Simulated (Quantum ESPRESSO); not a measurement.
# MnS (Rambergite): the choice of functional

Aim: see how far moments and order energies of MnS (Rambergite) move with the functional, and what each rung costs.

Calculated with Quantum ESPRESSO 7.5; LDA with U = 4 eV on Mn d (ortho-atomic projectors); plane waves with GBRV 1.5 LDA potentials, no spin-orbit coupling (settings of the first rung).

Most raw output is cut from this account.

The database entry behind the starting cell differs from later determinations by our own check (about 0.3 % short against later determinations), so it need not match the best structure at ambient conditions.

## Step 1: Starting point

Symmetry: P6_3mc, No. 186, hexagonal system. The conventional cell has a = 3.976 Å, b = 3.976 Å, c = 6.432 Å, α = 90.00°, β = 90.00°, γ = 120.00°. Nearest to Mn lie 4 S at 2.41 to 2.48 Å. Nearest to S lie 4 Mn at 2.41 to 2.48 Å. Farther neighbours and most contacts between anions are not listed.

The cell comes from the Crystallography Open Database.

## Step 2: Rung 1, start ferro ++

File pw.in:

```
&CONTROL
  calculation = 'scf'
  prefix = 'pwscf'
  outdir = './tmp'
  pseudo_dir = './pseudo'
  disk_io = 'nowf'
/
&SYSTEM
  ibrav = 0
  nat = 4
  ntyp = 2
  ecutwfc = 40
  ecutrho = 280
  nbnd = 34
  occupations = 'smearing'
  smearing = 'fd'
  degauss = 0.00734986
  nspin = 2
  starting_magnetization(1) = 0.3
  starting_magnetization(2) = 0
/
&ELECTRONS
  conv_thr = 8d-09
  electron_maxstep = 150
  mixing_beta = 0.3
/
ATOMIC_SPECIES
Mn     54.9380 mn_lda_v1.5.uspp.F.UPF
S      32.0600 s_lda_v1.4.uspp.F.UPF
CELL_PARAMETERS angstrom
   3.9760000000    0.0000000000    0.0000000000
  -1.9880000000    3.4433170054    0.0000000000
   0.0000000000    0.0000000000    6.4320000000
ATOMIC_POSITIONS crystal
Mn      0.3333333333    0.6666666667    0.0000000000
Mn      0.6666666667    0.3333333333    0.5000000000
S       0.3333333333    0.6666666667    0.3850000000
S       0.6666666667    0.3333333333    0.8850000000
K_POINTS automatic
6 6 6 0 0 0
HUBBARD {ortho-atomic}
U Mn-3d 4.0000
```

Launch:

```sh
> OMP_NUM_THREADS=1 mpirun -n 2 pw.x -nk 2 -in pw.in > pw.out
```

Elapsed: 45 s, on 2 MPI ranks of Intel Xeon 6975P-C (Granite Rapids), shared host; peak memory 0.4 GiB; 90 s of CPU time.

Spin moment in the atom's sphere by atom:

| atom | spin moment in the atom's sphere (μB) |
| --- | --- |
| Mn1 | 4.32 |
| Mn2 | 4.32 |
| S3 | 0.07 |
| S4 | 0.07 |

This step gave:

| Item | Value |
| --- | --- |
| magnetization | 10 μB |
| final state | ferromagnetic |

## Step 3: Rung 1, start antiferro +-

File pw.in:

```
&CONTROL
  calculation = 'scf'
  prefix = 'pwscf'
  outdir = './tmp'
  pseudo_dir = './pseudo'
  disk_io = 'nowf'
/
&SYSTEM
  ibrav = 0
  nat = 4
  ntyp = 3
  ecutwfc = 40
  ecutrho = 280
  nbnd = 30
  occupations = 'smearing'
  smearing = 'fd'
  degauss = 0.00734986
  nspin = 2
  starting_magnetization(1) = 0.3
  starting_magnetization(2) = -0.3
  starting_magnetization(3) = 0
/
&ELECTRONS
  conv_thr = 8d-09
  electron_maxstep = 150
  mixing_beta = 0.3
/
ATOMIC_SPECIES
Mn1    54.9380 mn_lda_v1.5.uspp.F.UPF
Mn2    54.9380 mn_lda_v1.5.uspp.F.UPF
S      32.0600 s_lda_v1.4.uspp.F.UPF
CELL_PARAMETERS angstrom
   3.9760000000    0.0000000000    0.0000000000
  -1.9880000000    3.4433170054    0.0000000000
   0.0000000000    0.0000000000    6.4320000000
ATOMIC_POSITIONS crystal
Mn1     0.3333333333    0.6666666667    0.0000000000
Mn2     0.6666666667    0.3333333333    0.5000000000
S       0.3333333333    0.6666666667    0.3850000000
S       0.6666666667    0.3333333333    0.8850000000
K_POINTS automatic
6 6 6 0 0 0
HUBBARD {ortho-atomic}
U Mn1-3d 4.0000
U Mn2-3d 4.0000
```

Run time: 62 s. Hardware: 2 MPI ranks; peak memory 0.43 GiB; 2 min of CPU time.

Spin moment in the atom's sphere by atom:

| atom | spin moment in the atom's sphere (μB) |
| --- | --- |
| Mn1 | 4.28 |
| Mn2 | -4.28 |
| S3 | -0.03 |
| S4 | 0.03 |

Read from the output:

| Property | Result |
| --- | --- |
| magnetization | 0 μB |
| final state | antiferromagnetic |

## Step 4: Rung 2, start ferro ++

File pw.in:

```
&CONTROL
  calculation = 'scf'
  prefix = 'pwscf'
  outdir = './tmp'
  pseudo_dir = './pseudo'
  disk_io = 'nowf'
/
&SYSTEM
  ibrav = 0
  nat = 4
  ntyp = 2
  ecutwfc = 40
  ecutrho = 280
  nbnd = 34
  occupations = 'smearing'
  smearing = 'fd'
  degauss = 0.00734986
  nspin = 2
  starting_magnetization(1) = 0.3
  starting_magnetization(2) = 0
/
&ELECTRONS
  conv_thr = 8d-09
  electron_maxstep = 150
  mixing_beta = 0.3
/
ATOMIC_SPECIES
Mn     54.9380 mn_pbesol_v1.5.uspp.F.UPF
S      32.0600 s_pbesol_v1.4.uspp.F.UPF
CELL_PARAMETERS angstrom
   3.9760000000    0.0000000000    0.0000000000
  -1.9880000000    3.4433170054    0.0000000000
   0.0000000000    0.0000000000    6.4320000000
ATOMIC_POSITIONS crystal
Mn      0.3333333333    0.6666666667    0.0000000000
Mn      0.6666666667    0.3333333333    0.5000000000
S       0.3333333333    0.6666666667    0.3850000000
S       0.6666666667    0.3333333333    0.8850000000
K_POINTS automatic
6 6 6 0 0 0
HUBBARD {ortho-atomic}
U Mn-3d 4.0000
```

Elapsed: 52 s, on 2 MPI ranks; peak memory 0.41 GiB.

This step gave:

* magnetization: 10 μB
* final state: ferromagnetic
* largest moment: 4.348 μB

## Step 5: Rung 2, start antiferro +-

File pw.in:

```
&CONTROL
  calculation = 'scf'
  prefix = 'pwscf'
  outdir = './tmp'
  pseudo_dir = './pseudo'
  disk_io = 'nowf'
/
&SYSTEM
  ibrav = 0
  nat = 4
  ntyp = 3
  ecutwfc = 40
  ecutrho = 280
  nbnd = 30
  occupations = 'smearing'
  smearing = 'fd'
  degauss = 0.00734986
  nspin = 2
  starting_magnetization(1) = 0.3
  starting_magnetization(2) = -0.3
  starting_magnetization(3) = 0
/
&ELECTRONS
  conv_thr = 8d-09
  electron_maxstep = 150
  mixing_beta = 0.3
/
ATOMIC_SPECIES
Mn1    54.9380 mn_pbesol_v1.5.uspp.F.UPF
Mn2    54.9380 mn_pbesol_v1.5.uspp.F.UPF
S      32.0600 s_pbesol_v1.4.uspp.F.UPF
CELL_PARAMETERS angstrom
   3.9760000000    0.0000000000    0.0000000000
  -1.9880000000    3.4433170054    0.0000000000
   0.0000000000    0.0000000000    6.4320000000
ATOMIC_POSITIONS crystal
Mn1     0.3333333333    0.6666666667    0.0000000000
Mn2     0.6666666667    0.3333333333    0.5000000000
S       0.3333333333    0.6666666667    0.3850000000
S       0.6666666667    0.3333333333    0.8850000000
K_POINTS automatic
6 6 6 0 0 0
HUBBARD {ortho-atomic}
U Mn1-3d 4.0000
U Mn2-3d 4.0000
```

Wall time 65 s (2 MPI ranks); peak memory 0.42 GiB; 2.2 min of CPU time.

Read from the output:

```yaml
magnetization: 0 μB
final_state: antiferromagnetic
largest_moment: 4.305 μB
```

## Step 6: Rung 3, start ferro ++

File pw.in:

```
&CONTROL
  calculation = 'scf'
  prefix = 'pwscf'
  outdir = './tmp'
  pseudo_dir = './pseudo'
  disk_io = 'nowf'
/
&SYSTEM
  ibrav = 0
  nat = 4
  ntyp = 2
  ecutwfc = 40
  ecutrho = 280
  nbnd = 34
  occupations = 'smearing'
  smearing = 'fd'
  degauss = 0.00734986
  nspin = 2
  starting_magnetization(1) = 0.3
  starting_magnetization(2) = 0
/
&ELECTRONS
  conv_thr = 8d-09
  electron_maxstep = 150
  mixing_beta = 0.3
/
ATOMIC_SPECIES
Mn     54.9380 mn_pbe_v1.5.uspp.F.UPF
S      32.0600 s_pbe_v1.4.uspp.F.UPF
CELL_PARAMETERS angstrom
   3.9760000000    0.0000000000    0.0000000000
  -1.9880000000    3.4433170054    0.0000000000
   0.0000000000    0.0000000000    6.4320000000
ATOMIC_POSITIONS crystal
Mn      0.3333333333    0.6666666667    0.0000000000
Mn      0.6666666667    0.3333333333    0.5000000000
S       0.3333333333    0.6666666667    0.3850000000
S       0.6666666667    0.3333333333    0.8850000000
K_POINTS automatic
6 6 6 0 0 0
HUBBARD {ortho-atomic}
U Mn-3d 4.0000
```

Wall time 47 s (2 MPI ranks); peak memory 0.34 GiB; 93 s of CPU time.

This step gave:

- magnetization: 10 μB
- final state: ferromagnetic
- largest moment: 4.356 μB

## Step 7: Rung 3, start antiferro +-

File pw.in:

```
&CONTROL
  calculation = 'scf'
  prefix = 'pwscf'
  outdir = './tmp'
  pseudo_dir = './pseudo'
  disk_io = 'nowf'
/
&SYSTEM
  ibrav = 0
  nat = 4
  ntyp = 3
  ecutwfc = 40
  ecutrho = 280
  nbnd = 30
  occupations = 'smearing'
  smearing = 'fd'
  degauss = 0.00734986
  nspin = 2
  starting_magnetization(1) = 0.3
  starting_magnetization(2) = -0.3
  starting_magnetization(3) = 0
/
&ELECTRONS
  conv_thr = 8d-09
  electron_maxstep = 150
  mixing_beta = 0.3
/
ATOMIC_SPECIES
Mn1    54.9380 mn_pbe_v1.5.uspp.F.UPF
Mn2    54.9380 mn_pbe_v1.5.uspp.F.UPF
S      32.0600 s_pbe_v1.4.uspp.F.UPF
CELL_PARAMETERS angstrom
   3.9760000000    0.0000000000    0.0000000000
  -1.9880000000    3.4433170054    0.0000000000
   0.0000000000    0.0000000000    6.4320000000
ATOMIC_POSITIONS crystal
Mn1     0.3333333333    0.6666666667    0.0000000000
Mn2     0.6666666667    0.3333333333    0.5000000000
S       0.3333333333    0.6666666667    0.3850000000
S       0.6666666667    0.3333333333    0.8850000000
K_POINTS automatic
6 6 6 0 0 0
HUBBARD {ortho-atomic}
U Mn1-3d 4.0000
U Mn2-3d 4.0000
```

Wall time 64 s (2 MPI ranks); peak memory 0.43 GiB; 2.1 min of CPU time.

Read from the output:

* magnetization: 0 μB
* final state: antiferromagnetic
* largest moment: 4.313 μB

## Step 8: Rung 4, start ferro ++

File pw.in:

```
&CONTROL
  calculation = 'scf'
  prefix = 'pwscf'
  outdir = './tmp'
  pseudo_dir = './pseudo'
  disk_io = 'nowf'
/
&SYSTEM
  ibrav = 0
  nat = 4
  ntyp = 2
  ecutwfc = 40
  ecutrho = 280
  nbnd = 34
  input_dft = 'wc'
  occupations = 'smearing'
  smearing = 'fd'
  degauss = 0.00734986
  nspin = 2
  starting_magnetization(1) = 0.3
  starting_magnetization(2) = 0
/
&ELECTRONS
  conv_thr = 8d-09
  electron_maxstep = 150
  mixing_beta = 0.3
/
ATOMIC_SPECIES
Mn     54.9380 mn_pbe_v1.5.uspp.F.UPF
S      32.0600 s_pbe_v1.4.uspp.F.UPF
CELL_PARAMETERS angstrom
   3.9760000000    0.0000000000    0.0000000000
  -1.9880000000    3.4433170054    0.0000000000
   0.0000000000    0.0000000000    6.4320000000
ATOMIC_POSITIONS crystal
Mn      0.3333333333    0.6666666667    0.0000000000
Mn      0.6666666667    0.3333333333    0.5000000000
S       0.3333333333    0.6666666667    0.3850000000
S       0.6666666667    0.3333333333    0.8850000000
K_POINTS automatic
6 6 6 0 0 0
HUBBARD {ortho-atomic}
U Mn-3d 4.0000
```

Run time: 52 s. Hardware: 2 MPI ranks; peak memory 0.41 GiB.

This step gave:

| Quantity | Value |
| --- | --- |
| magnetization | 10 μB |
| final state | ferromagnetic |
| largest moment | 4.350 μB |

## Step 9: Rung 4, start antiferro +-

File pw.in:

```
&CONTROL
  calculation = 'scf'
  prefix = 'pwscf'
  outdir = './tmp'
  pseudo_dir = './pseudo'
  disk_io = 'nowf'
/
&SYSTEM
  ibrav = 0
  nat = 4
  ntyp = 3
  ecutwfc = 40
  ecutrho = 280
  nbnd = 30
  input_dft = 'wc'
  occupations = 'smearing'
  smearing = 'fd'
  degauss = 0.00734986
  nspin = 2
  starting_magnetization(1) = 0.3
  starting_magnetization(2) = -0.3
  starting_magnetization(3) = 0
/
&ELECTRONS
  conv_thr = 8d-09
  electron_maxstep = 150
  mixing_beta = 0.3
/
ATOMIC_SPECIES
Mn1    54.9380 mn_pbe_v1.5.uspp.F.UPF
Mn2    54.9380 mn_pbe_v1.5.uspp.F.UPF
S      32.0600 s_pbe_v1.4.uspp.F.UPF
CELL_PARAMETERS angstrom
   3.9760000000    0.0000000000    0.0000000000
  -1.9880000000    3.4433170054    0.0000000000
   0.0000000000    0.0000000000    6.4320000000
ATOMIC_POSITIONS crystal
Mn1     0.3333333333    0.6666666667    0.0000000000
Mn2     0.6666666667    0.3333333333    0.5000000000
S       0.3333333333    0.6666666667    0.3850000000
S       0.6666666667    0.3333333333    0.8850000000
K_POINTS automatic
6 6 6 0 0 0
HUBBARD {ortho-atomic}
U Mn1-3d 4.0000
U Mn2-3d 4.0000
```

Run time: 68 s. Hardware: 2 MPI ranks; peak memory 0.43 GiB.

Read from the output:

| Quantity | Value |
| --- | --- |
| magnetization | 0 μB |
| final state | antiferromagnetic |
| largest moment | 4.307 μB |

## Step 10: Rung 5, start ferro ++

File pw.in:

```
&CONTROL
  calculation = 'scf'
  prefix = 'pwscf'
  outdir = './tmp'
  pseudo_dir = './pseudo'
  disk_io = 'nowf'
/
&SYSTEM
  ibrav = 0
  nat = 4
  ntyp = 2
  ecutwfc = 40
  ecutrho = 280
  nbnd = 34
  input_dft = 'revpbe'
  occupations = 'smearing'
  smearing = 'fd'
  degauss = 0.00734986
  nspin = 2
  starting_magnetization(1) = 0.3
  starting_magnetization(2) = 0
/
&ELECTRONS
  conv_thr = 8d-09
  electron_maxstep = 150
  mixing_beta = 0.3
/
ATOMIC_SPECIES
Mn     54.9380 mn_pbe_v1.5.uspp.F.UPF
S      32.0600 s_pbe_v1.4.uspp.F.UPF
CELL_PARAMETERS angstrom
   3.9760000000    0.0000000000    0.0000000000
  -1.9880000000    3.4433170054    0.0000000000
   0.0000000000    0.0000000000    6.4320000000
ATOMIC_POSITIONS crystal
Mn      0.3333333333    0.6666666667    0.0000000000
Mn      0.6666666667    0.3333333333    0.5000000000
S       0.3333333333    0.6666666667    0.3850000000
S       0.6666666667    0.3333333333    0.8850000000
K_POINTS automatic
6 6 6 0 0 0
HUBBARD {ortho-atomic}
U Mn-3d 4.0000
```

The job ended after 49 s (2 MPI ranks; peak memory 0.31 GiB; 95 s of CPU time).

Numbers from this step:

```yaml
magnetization: 10 μB
final_state: ferromagnetic
largest_moment: 4.364 μB
```

## Step 11: Rung 5, start antiferro +-

File pw.in:

```
&CONTROL
  calculation = 'scf'
  prefix = 'pwscf'
  outdir = './tmp'
  pseudo_dir = './pseudo'
  disk_io = 'nowf'
/
&SYSTEM
  ibrav = 0
  nat = 4
  ntyp = 3
  ecutwfc = 40
  ecutrho = 280
  nbnd = 30
  input_dft = 'revpbe'
  occupations = 'smearing'
  smearing = 'fd'
  degauss = 0.00734986
  nspin = 2
  starting_magnetization(1) = 0.3
  starting_magnetization(2) = -0.3
  starting_magnetization(3) = 0
/
&ELECTRONS
  conv_thr = 8d-09
  electron_maxstep = 150
  mixing_beta = 0.3
/
ATOMIC_SPECIES
Mn1    54.9380 mn_pbe_v1.5.uspp.F.UPF
Mn2    54.9380 mn_pbe_v1.5.uspp.F.UPF
S      32.0600 s_pbe_v1.4.uspp.F.UPF
CELL_PARAMETERS angstrom
   3.9760000000    0.0000000000    0.0000000000
  -1.9880000000    3.4433170054    0.0000000000
   0.0000000000    0.0000000000    6.4320000000
ATOMIC_POSITIONS crystal
Mn1     0.3333333333    0.6666666667    0.0000000000
Mn2     0.6666666667    0.3333333333    0.5000000000
S       0.3333333333    0.6666666667    0.3850000000
S       0.6666666667    0.3333333333    0.8850000000
K_POINTS automatic
6 6 6 0 0 0
HUBBARD {ortho-atomic}
U Mn1-3d 4.0000
U Mn2-3d 4.0000
```

Run time: 71 s. Hardware: 2 MPI ranks; peak memory 0.43 GiB; 2.3 min of CPU time.

Numbers from this step:

```yaml
magnetization: 0 μB
final_state: antiferromagnetic
largest_moment: 4.324 μB
```

## Step 12: Rung 6, start ferro ++

File pw.in:

```
&CONTROL
  calculation = 'scf'
  prefix = 'pwscf'
  outdir = './tmp'
  pseudo_dir = './pseudo'
  disk_io = 'nowf'
/
&SYSTEM
  ibrav = 0
  nat = 4
  ntyp = 2
  ecutwfc = 40
  ecutrho = 280
  nbnd = 34
  input_dft = 'rpbe'
  occupations = 'smearing'
  smearing = 'fd'
  degauss = 0.00734986
  nspin = 2
  starting_magnetization(1) = 0.3
  starting_magnetization(2) = 0
/
&ELECTRONS
  conv_thr = 8d-09
  electron_maxstep = 150
  mixing_beta = 0.3
/
ATOMIC_SPECIES
Mn     54.9380 mn_pbe_v1.5.uspp.F.UPF
S      32.0600 s_pbe_v1.4.uspp.F.UPF
CELL_PARAMETERS angstrom
   3.9760000000    0.0000000000    0.0000000000
  -1.9880000000    3.4433170054    0.0000000000
   0.0000000000    0.0000000000    6.4320000000
ATOMIC_POSITIONS crystal
Mn      0.3333333333    0.6666666667    0.0000000000
Mn      0.6666666667    0.3333333333    0.5000000000
S       0.3333333333    0.6666666667    0.3850000000
S       0.6666666667    0.3333333333    0.8850000000
K_POINTS automatic
6 6 6 0 0 0
HUBBARD {ortho-atomic}
U Mn-3d 4.0000
```

It took 45 s on 2 MPI ranks; peak memory 0.41 GiB; 87 s of CPU time.

Read from the output:

```yaml
magnetization: 10 μB
final_state: ferromagnetic
largest_moment: 4.366 μB
```

## Step 13: Rung 6, start antiferro +-

File pw.in:

```
&CONTROL
  calculation = 'scf'
  prefix = 'pwscf'
  outdir = './tmp'
  pseudo_dir = './pseudo'
  disk_io = 'nowf'
/
&SYSTEM
  ibrav = 0
  nat = 4
  ntyp = 3
  ecutwfc = 40
  ecutrho = 280
  nbnd = 30
  input_dft = 'rpbe'
  occupations = 'smearing'
  smearing = 'fd'
  degauss = 0.00734986
  nspin = 2
  starting_magnetization(1) = 0.3
  starting_magnetization(2) = -0.3
  starting_magnetization(3) = 0
/
&ELECTRONS
  conv_thr = 8d-09
  electron_maxstep = 150
  mixing_beta = 0.3
/
ATOMIC_SPECIES
Mn1    54.9380 mn_pbe_v1.5.uspp.F.UPF
Mn2    54.9380 mn_pbe_v1.5.uspp.F.UPF
S      32.0600 s_pbe_v1.4.uspp.F.UPF
CELL_PARAMETERS angstrom
   3.9760000000    0.0000000000    0.0000000000
  -1.9880000000    3.4433170054    0.0000000000
   0.0000000000    0.0000000000    6.4320000000
ATOMIC_POSITIONS crystal
Mn1     0.3333333333    0.6666666667    0.0000000000
Mn2     0.6666666667    0.3333333333    0.5000000000
S       0.3333333333    0.6666666667    0.3850000000
S       0.6666666667    0.3333333333    0.8850000000
K_POINTS automatic
6 6 6 0 0 0
HUBBARD {ortho-atomic}
U Mn1-3d 4.0000
U Mn2-3d 4.0000
```

Wall time 71 s (2 MPI ranks); peak memory 0.43 GiB; 2.3 min of CPU time.

Numbers from this step:

* magnetization: 0 μB
* final state: antiferromagnetic
* largest moment: 4.326 μB

## Step 14: The rungs together

Ladder, by row:

| rung | functional | potentials | state from the first start | state from the second start | second less first (meV a seeded atom) | moment, first (μB) | moment, second (μB) | CPU time (s) |
| --- | --- | --- | --- | --- | --- | --- | --- | --- |
| 1 | LDA | GBRV 1.5 LDA | ferromagnetic | antiferromagnetic | -59.81 | 4.324 | 4.276 | 212.8 |
| 2 | PBEsol | GBRV 1.5 PBEsol | ferromagnetic | antiferromagnetic | -52.82 | 4.348 | 4.305 | 231.8 |
| 3 | PBE | GBRV 1.5 PBE | ferromagnetic | antiferromagnetic | -56.62 | 4.356 | 4.313 | 218.5 |
| 4 | WC | GBRV 1.5 PBE | ferromagnetic | antiferromagnetic | -52.53 | 4.35 | 4.307 | 232.4 |
| 5 | revPBE | GBRV 1.5 PBE | ferromagnetic | antiferromagnetic | -53.65 | 4.364 | 4.324 | 232.4 |
| 6 | RPBE | GBRV 1.5 PBE | ferromagnetic | antiferromagnetic | -53.68 | 4.366 | 4.326 | 222.8 |

## Step 15: Outcome

```json
{
  "range of the largest moment, first start": "4.32 to 4.37 μB; second start 4.28 to 4.33 μB",
  "range of CPU time": "3.5 min to 3.9 min",
  "range of the energy difference": "-59.8 to -52.5 meV a seeded atom"
}
```

For the first start the functionals give moments from 4.32 to 4.37 μB; all use the same cell, so differences in their own lattice constants don't enter. Rungs 4, 5 and 6 use pseudopotentials made with another functional. Energies are free energies at an electronic temperature of 1160 K, which lowers moments and differences where the moments are itinerant.

[Logs and program files are shortened in this print: banners, set-up blocks, solver, clock and traceback lines can be left out without a mark of their own.]

[Logs are printed without paths, hosts, clocks, repeated set-up lines and the standing remarks that a program may print on its own settings, such as how far it seeks lower states.]

[Hosts, paths, dates, database ids (printed as entryN), source tags and the programs' standing remarks are cut or masked in the printed files.]

[Where a cell is said to come from a database of computed structures, the database is the Materials Project.]
